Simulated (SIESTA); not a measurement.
Runs of SIESTA 5.4.2 on GaSb. It takes space group F-43m (No. 216, cubic). Conventional cell: a = 6.118 Å, b = 6.118 Å, c = 6.118 Å, α = 90.00°, β = 90.00°, γ = 90.00°. Sb (site symmetry -43m) is surrounded by 4 Ga at 2.65 Å. Around Ga (site symmetry -43m) lie 4 Sb at 2.65 Å. 

```tsv
task	level	potentials or basis	spin	cell	k mesh	optimiser	force tolerance	stress tolerance (GPa)	displacement	polarization grid	grid cutoff	gap on the mesh (eV)	pressure (GPa)	relaxed volume (Å³/atom)
relaxation of cell and atoms	revPBE	PseudoDojo 0.4 standard (PBE files), TZP (energy shift 0.002 Ry; radii capped at 9.5 bohr)	off	relaxed	6 × 6 × 6	Broyden	0.01 eV/Å	0.05	-	-	1200 Ry	none	0.0	(a)
band structure	revPBE	PseudoDojo 0.4 standard (PBE files), DZP (energy shift 0.002 Ry; radii capped at 9.5 bohr)	off	as given	8 × 8 × 8	-	-	-	-	-	800 Ry	(b)	4.6	-
relaxation of cell and atoms	PBE	PseudoDojo 0.4 standard (PBE files), TZP (energy shift 0.002 Ry; radii capped at 9.5 bohr)	off	relaxed	6 × 6 × 6	Broyden	0.01 eV/Å	0.05	-	-	1200 Ry	none	0.0	30.81
relaxation of cell and atoms	SVWN5	PseudoDojo 0.4 standard (PBE files, fully relativistic), TZP (energy shift 0.002 Ry; radii capped at 9.5 bohr)	non-collinear, random start, SOC	relaxed	6 × 6 × 6	Broyden	0.01 eV/Å	0.05	-	-	1200 Ry	none	0.0	28.19
```

Alike in all rows: smearing fermi-dirac 0.05 eV; energy shift 0.002 Ry.

**Question.** Fill in the values left out.

**Answer.** (a) 31.65; (b) 0.17.

Caveats: semicore shells carry a single zeta, which can move pressures by several GPa and volumes by a few percent; the basis of atomic orbitals isn't converged, which shifts pressures, moduli and gaps; the potentials were made for another functional, which shifts forces and pressure (some runs); the volume moved by +11 % from the deposited cell, more than functionals usually miss (some runs); spin-orbit coupling is left out, which moves the levels of the heavy elements (some runs).

A k mesh can miss the band edges, and rows without SOC leave out spin-orbit coupling on Ga, Sb.

A gap of «none» marks a metal or a gap under the smearing width.
